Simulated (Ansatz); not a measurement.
KZnF3: from a migration barrier to a jump rate

Level of theory: DFT PBEsol, scalar-relativistic, plane waves, PAW (Ansatz 0.2.0). Cutoff 420 eV, Γ-centred 4×4×4 k-points, Gaussian smearing of 0.05 eV. No spin polarisation.

In a supercell of 20 sites an atom of K jumps into a neighbouring K vacancy, a = 4.05 Å from site to site in the perfect crystal, with a cell charge of -1 (uniform background, no finite-size correction). The half-way point, relaxed in its symmetry, lies 1.708 eV above the relaxed vacancy. Take it as the barrier; the order of the saddle wasn't checked, and the cell is small.

With an assumed attempt frequency of 10¹³ s⁻¹, how often does the jump happen, and how fast does the vacancy diffuse?

Transition-state theory gives Γ = ν exp(−E/k_BT), and one such jump direction contributes Γa²/6 to the vacancy's diffusion coefficient averaged over directions:

| T (K) | E/k_BT | Γ (1/s) | Γa²/6 (cm²/s) |
| --- | --- | --- | --- |
| 300 | 66.1 | 2.1 × 10^-16 | 5.6 × 10^-32 |
| 600 | 33.0 | 4.5 × 10^-2 | 1.2 × 10^-17 |
| 1000 | 19.8 | 2.5 × 10^4 | 6.8 × 10^-12 |
| 1500 | 13.2 | 1.8 × 10^7 | 5.0 × 10^-9 |

The rate reaches one jump a second at T = E/(k_B ln 10¹³) = 662 K. The number of equivalent jumps multiplies D if they link up through the crystal; a hop between two sites alone gives no long-range diffusion, which then waits on a higher barrier. In either case the atoms' own diffusion carries the vacancy concentration and a correlation factor besides. Rows above the melting point are formal, and so are rows where E/k_BT falls under about 3, since the theory needs rare jumps.

How much does an error of 0.1 eV in the barrier matter?

It multiplies the rate by exp(0.1 eV/k_BT): 48 at 300 K and 3.2 at 1000 K, more than the usual doubt about ν at low temperature.

Cost: 2 runs of about 5 core-minutes in all, on AMD EPYC 7R43 (Zen 3) (shared hosts).